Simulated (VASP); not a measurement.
# GePt (P6/mmm) in VASP: relaxation of cell and atoms with PBE

Aim: the relaxation of cell and atoms of GePt with PBE.

Everything below comes from runs of VASP 6.6.1. Logs are shortened: lines on timing, memory, paths and dates and some standing lists are left out, and cuts for length are marked.

**1. Starting point**

It takes space group P6/mmm (No. 191, hexagonal). The conventional cell has a = 2.813 Å, b = 2.813 Å, c = 5.532 Å, α = 90.00°, β = 90.00°, γ = 120.00°. Ge (site symmetry 6/mmm) has 2 Pt at 2.77 Å and 6 Ge at 2.81 Å as nearest neighbours. Pt (site symmetry 6/mmm) is surrounded by 2 Ge at 2.77 Å and 6 Pt at 2.81 Å.

The cell was built by a generator and needn't be a form met in nature.

**2. Relaxation of cell and atoms, PBE**

INCAR

```
SYSTEM = GePt
PREC = Normal
ENCUT = 520
EDIFF = 1E-4
ISMEAR = 0
SIGMA = 0.15
LREAL = .False.
LASPH = .True.
NELM = 60
ALGO = Fast
ISIF = 3
LWAVE = .False.
LCHARG = .False.
GGA = PE
IBRION = 2
NSW = 24
EDIFFG = -0.08
```

KPOINTS

```
Automatic mesh
0
Gamma
  8 8 4
  0 0 0
```

POSCAR

```
GePt
1.0
    2.8131322000      0.0000000000      0.0000000000
   -1.4065661000      2.4362439500      0.0000000000
    0.0000000000      0.0000000000      5.5317813200
Ge Pt
1 1
Direct
    0.0000000000      0.0000000000      0.0000000000
    0.0000000000      0.0000000000      0.5000000000
```

Potentials or basis: VASP PAW PBE potentials, release 64 (Ge_d, Pt).

Run with:

```
> cat potpaw_PBE.64/Ge_d/POTCAR potpaw_PBE.64/Pt/POTCAR > POTCAR
> mpirun -np 1 vasp_std > vasp.out
```

OUTCAR:

```text
SYSTEM = GePt
   PREC = Normal
   ENCUT = 520
   EDIFF = 1E-4
   ISMEAR = 0
   LREAL = .False.
   LASPH = .True.
   NELM = 60
   ISIF = 3
   GGA = PE
   IBRION = 2
   NSW = 24
   EDIFFG = -0.08

 ion  position               nearest neighbor table
   1  0.000  0.000  0.000-   2 2.77   2 2.77
   2  0.000  0.000  0.500-   1 2.77   1 2.77

  LATTYP: Found a hexagonal cell.
 ALAT       =     2.8131322000
 C/A-ratio  =     1.9664135656

  Lattice vectors:

 A1 = (   2.8131322000,   0.0000000000,   0.0000000000)
 A2 = (  -1.4065661000,   2.4362439500,   0.0000000000)
 A3 = (   0.0000000000,   0.0000000000,   5.5317813200)

Analysis of symmetry for initial positions (statically):
=====================================================================
 Subroutine PRICEL returns:
 Original cell was already a primitive cell.

 Routine SETGRP: Setting up the symmetry group for a
 hexagonal supercell.

 Subroutine GETGRP returns: Found 24 space group operations
 (whereof 24 operations were pure point group operations)
 out of a pool of 24 trial point group operations.

The static configuration has the point symmetry D_6h.

Analysis of symmetry for dynamics (positions and initial velocities):
=====================================================================
 Subroutine PRICEL returns:
 Original cell was already a primitive cell.

 Routine SETGRP: Setting up the symmetry group for a
 hexagonal supercell.

 Subroutine GETGRP returns: Found 24 space group operations
 (whereof 24 operations were pure point group operations)
 out of a pool of 24 trial point group operations.

The dynamic configuration has the point symmetry D_6h.

 Subroutine INISYM returns: Found 24 space group operations
 (whereof 24 operations are pure point group operations),
 and found     1 'primitive' translations

----------------------------------------------------------------------------------------

                                     Primitive cell

  volume of cell :      37.9119

  direct lattice vectors                    reciprocal lattice vectors
     2.813132200  0.000000000  0.000000000     0.355475651  0.205233963  0.000000000
    -1.406566100  2.436243950  0.000000000     0.000000000  0.410467925  0.000000000
     0.000000000  0.000000000  5.531781320     0.000000000  0.000000000  0.180773596

  length of vectors
     2.813132200  2.813132201  5.531781320     0.410467926  0.410467925  0.180773596

  position of ions in fractional coordinates (direct lattice)
     0.000000000  0.000000000  0.000000000
     0.000000000  0.000000000  0.500000000

  ion indices of the primitive-cell ions
   primitive index   ion index
                 1           1
                 2           2

----------------------------------------------------------------------------------------

 KPOINTS: Automatic mesh

Automatic generation of k-mesh.
 Grid dimensions read from file:
 generate k-points for:    8    8    4

 Generating k-lattice:

  Cartesian coordinates                     Fractional coordinates (reciprocal lattice)
     0.044434456  0.025654245  0.000000000     0.125000000  0.000000000  0.000000000
     0.000000000  0.051308491  0.000000000     0.000000000  0.125000000  0.000000000
     0.000000000  0.000000000  0.045193399     0.000000000  0.000000000  0.250000000

  Length of vectors
     0.051308491  0.051308491  0.045193399

  Shift w.r.t. Gamma in fractional coordinates (k-lattice)
     0.000000000  0.000000000  0.000000000

 Subroutine IBZKPT returns following result:
 ===========================================

 Found     30 irreducible k-points:

 Following reciprocal coordinates:
            Coordinates               Weight
  0.000000  0.000000  0.000000      1.000000
  0.125000  0.000000  0.000000      6.000000
  0.250000  0.000000  0.000000      6.000000
  0.375000  0.000000  0.000000      6.000000
  0.500000  0.000000  0.000000      3.000000
  0.125000  0.125000  0.000000      6.000000
[... 16 lines left out ...]
  0.250000  0.000000  0.500000      6.000000
  0.375000  0.000000  0.500000      6.000000
 [... further k-points ...]
   k-points           NKPTS =     30   k-points in BZ     NKDIM =     30   number of bands    NBANDS=     16
   number of dos      NEDOS =    301   number of ions     NIONS =      2
   total plane-waves  NPLWV =   8192
   dimension x,y,z NGX =    16 NGY =   16 NGZ =   32
   dimension x,y,z NGXF=    32 NGYF=   32 NGZF=   64
   ions per type =               1   1
   NGX,Y,Z   is equivalent  to a cutoff of   9.46,  9.46,  9.62 a.u.
   NGXF,Y,Z  is equivalent  to a cutoff of  18.91, 18.91, 19.23 a.u.
 SYSTEM =  GePt
   PREC   = normal    normal or accurate (medium, high low for compatibility)
   ISTART =      0    job   : 0-new  1-cont  2-samecut
   ICHARG =      2    charge: 1-file 2-atom 10-const
   ISPIN  =      1    spin polarized calculation?
   LNONCOLLINEAR =      F non collinear calculations
   LSORBIT =      F    spin-orbit coupling
   LASPH  =      T    aspherical Exc in radial PAW
   ENCUT  =  520.0 eV  38.22 Ry    6.18 a.u.   5.23  5.23 10.29*2*pi/ulx,y,z
   NELM   =     60;   NELMIN=  2; NELMDL= -5     # of ELM steps
   EDIFF  = 0.1E-03   stopping-criterion for ELM
   LREAL  =      F    real-space projection
   EDIFFG = -.8E-01   stopping-criterion for IOM
   NSW    =     24    number of steps for IOM
   IBRION =      2    ionic relax: 0-MD 1-quasi-New 2-CG
   NFREE  =      1    steps in history (QN), initial steepest desc. (CG)
   ISIF   =      3    stress and relaxation
   ISYM   =      2    0-nonsym 1-usesym 2-fastsym
   POTIM  = 0.5000    time-step for ionic-motion
   TEBEG  =    0.0;   TEEND  =   0.0 temperature during run
   PSTRESS=    0.0 pullay stress
   NELECT =      24.0000    total number of electrons
   NUPDOWN=      -1.0000    fix difference up-down
   EMIN   =  10.00;   EMAX   =-10.00  energy-range for DOS
   EFERMI =   0.00;   METHOD = LEGACY
   ISMEAR =     0;   SIGMA  =   0.15  broadening in eV -4-tet -1-fermi 0-gaus
   EFERMI_NEDOS =   21; number of points for ismear=-14 and -15
   IALGO  =     68    algorithm
   IMIX   =      4    mixing-type and parameters
     AMIX     =   0.40;   BMIX     =  1.00
     AMIX_MAG =   1.60;   BMIX_MAG =  1.00
  volume/ion in A,a.u.               =      18.96       127.92
  Fermi-wavevector in a.u.,A,eV,Ry     =   1.405680  2.656351 26.884262  1.975938
  Thomas-Fermi vector in A             =   2.528117
   LORBIT       =      0    0 simple, 1 ext, 2 COOP (PROOUT), +10 PAW based schemes
   GGA     = PE    functional components
   LHFCALC =     F    Hartree Fock is set to
   AEXX    =    0.0000 exact exchange contribution
   IVDW    =     0    specifies the selected vdW correction
   LEPSILON=     F    determine dielectric tensor
   LRPA    =     F    only Hartree local field effects (RPA)
 conjugate gradient relaxation of ions
 non-spin polarized calculation
 RMM-DIIS sequential band-by-band and
 Gauss-broadening in eV      SIGMA  =   0.15
  energy-cutoff  :      520.00
  volume of cell :       37.91
 maximum number of plane-waves:      1034
   NGX = 11   NGY = 11   NGZ = 21

--------------------------------------- Ionic step        1  -------------------------------------------

 number of electron      24.0000038 magnetization

 Free energy of the ion-electron system (eV)
  ---------------------------------------------------
  ext. energy  EPLUGINS =         0.00000000
  ---------------------------------------------------
  free energy    TOTEN  =       -10.41733031 eV

  energy without entropy =      -10.38833297  energy(sigma->0) =      -10.40283164

------------------------ aborting loop because EDIFF is reached ----------------------------------------

  FORCE on cell =-STRESS in cart. coord.  units (eV):
  Direction    XX          YY          ZZ          XY          YZ          ZX
  --------------------------------------------------------------------------------------
  -------------------------------------------------------------------------------------
  Total       -1.2566677     -1.2566677     -3.6919341     -0.0000000      0.0000000      0.0000000
  in kB      -53.1074080    -53.1074080   -156.0229917     -0.0000000      0.0000000      0.0000000
  external PRESSURE =     -87.4126026 kB  Pullay stress =       0.0000000 kB
[... 89 lines left out ...]
  FREE ENERGIE OF THE ION-ELECTRON SYSTEM (eV)
  ---------------------------------------------------
  free  energy   TOTEN  =       -10.5686582135 eV

  energy  without entropy=      -10.5448209911  energy(sigma->0) =      -10.55673960

[... ionic steps 4 to 10 ...]

--------------------------------------- Ionic step       11  -------------------------------------------

 number of electron      24.0000016 magnetization

------------------------ aborting loop because EDIFF is reached ----------------------------------------

  FORCE on cell =-STRESS in cart. coord.  units (eV):
  Direction    XX          YY          ZZ          XY          YZ          ZX
  --------------------------------------------------------------------------------------
  -------------------------------------------------------------------------------------
  Total        0.4038002      0.4038002      0.3147345      0.0000000      0.0000000      0.0000000
  in kB       18.7013479     18.7013479     14.5764145      0.0000000      0.0000000      0.0000000
  external PRESSURE =      17.3263701 kB  Pullay stress =       0.0000000 kB
[... 57 lines left out ...]
  energy  without entropy=      -10.5802267602  energy(sigma->0) =      -10.59116096

--------------------------------------- Ionic step       13  -------------------------------------------

 number of electron      24.0000015 magnetization

 Free energy of the ion-electron system (eV)
  ---------------------------------------------------
  ext. energy  EPLUGINS =         0.00000000
  ---------------------------------------------------
  free energy    TOTEN  =       -10.60215282 eV

  energy without entropy =      -10.58097859  energy(sigma->0) =      -10.59156570

 E-fermi :   8.1868     XC(G=0): -12.1292

 val. band max:        8.1678876818   @ k =   0.2500   0.1250   0.0000
 cond. band min:       8.2298560457   @ k =   0.3750   0.0000   0.0000
 fundamental gap:      0.0619683639
 Fermi energy:         8.1868297988

 k-point     1 :       0.0000    0.0000    0.0000
  band No.  band energies     occupation
      1     -16.5507      2.00000
      2     -16.5507      2.00000
      3     -16.5273      2.00000
      4     -16.3984      2.00000
      5     -16.3984      2.00000
      6      -4.3654      2.00000
[... 8 lines left out ...]
     15      18.1290      0.00000
     16      20.0212      0.00000
[... 420 lines left out ...]
  band No.  band energies     occupation
      1     -16.5972      2.00000
      2     -16.4667      2.00000
      3     -16.4250      2.00000
      4     -16.4173      2.00000
      5     -16.4133      2.00000
      6      -0.4197      2.00000
[... 8 lines left out ...]
     15      14.8389      0.00000
     16      16.8663      0.00000

 [... further k-points ...]

------------------------ aborting loop because EDIFF is reached ----------------------------------------

  FORCE on cell =-STRESS in cart. coord.  units (eV):
  Direction    XX          YY          ZZ          XY          YZ          ZX
  --------------------------------------------------------------------------------------
  -------------------------------------------------------------------------------------
  Total       -0.0613383     -0.0613383     -0.0998687      0.0000000      0.0000000      0.0000000
  in kB       -2.8384976     -2.8384976     -4.6215382      0.0000000      0.0000000      0.0000000
  external PRESSURE =      -3.4328445 kB  Pullay stress =       0.0000000 kB
[... 17 lines left out ...]
  FREE ENERGIE OF THE ION-ELECTRON SYSTEM (eV)
  ---------------------------------------------------
  free  energy   TOTEN  =       -10.6021528197 eV

  energy  without entropy=      -10.5809785859  energy(sigma->0) =      -10.59156570

 reached required accuracy - stopping structural energy minimisation
```

Run time: 45 s. Hardware: 1 thread of Intel Xeon Platinum 8375C at 2.90GHz (Ice Lake), shared host; peak memory 0.15 GiB.

What came out:

```yaml
Free_energy: -10.6022 eV
Relaxed_volume: 17.31 Å³/atom
Relaxed_cell: a = 2.808 Å, b = 2.808 Å, c = 5.071 Å, α = 90.00°, β = 90.00°, γ = 120.00°
Space_group_after_relaxing_to_0.05_Å: P6/mmm (No. 191)
Energy_gained_by_relaxing: 92.4 meV/atom
Ionic_steps: 13
Pressure_after_relaxing: -0.3 GPa
Band_gap_on_the_k_mesh: none (metal or under the smearing width)
```

Step by step:
```
step  energy change (eV)  largest force (eV/Å)  pressure (GPa)  volume (Å³)
   1              0.0000                0.0000           -8.74        37.91
   2             -0.1044                0.0000           12.27        32.47
   3             -0.1513                0.0000            1.25        34.21
   4             -0.1510                0.0000            3.45        34.03
   5             -0.1513                0.0000            2.71        34.12
   6             -0.1799                0.0000            2.71        34.29
   7             -0.1821                0.0000            1.49        34.27
   8             -0.1820                0.0000            2.06        34.26
   9             -0.1817                0.0000           -1.16        35.23
  10             -0.1848                0.0000           -0.38        34.66
  11             -0.1846                0.0000            1.73        34.59
  12             -0.1848                0.0000           -0.59        34.65
  13             -0.1848                0.0000           -0.34        34.62
```

Final structure:
```
CELL_PARAMETERS angstrom
2.80784 0.00000 0.00000
-1.40392 2.43166 0.00000
0.00000 0.00000 5.07081
ATOMIC_POSITIONS crystal
Ge 0.00000 0.00000 0.00000
Pt 0.00000 0.00000 0.50000
```

Caveat: the relaxation stopped at a loose force limit of 0.08 eV/Å, so its end isn't a converged minimum. Spin-orbit coupling is left out, which matters for the levels of Pt.
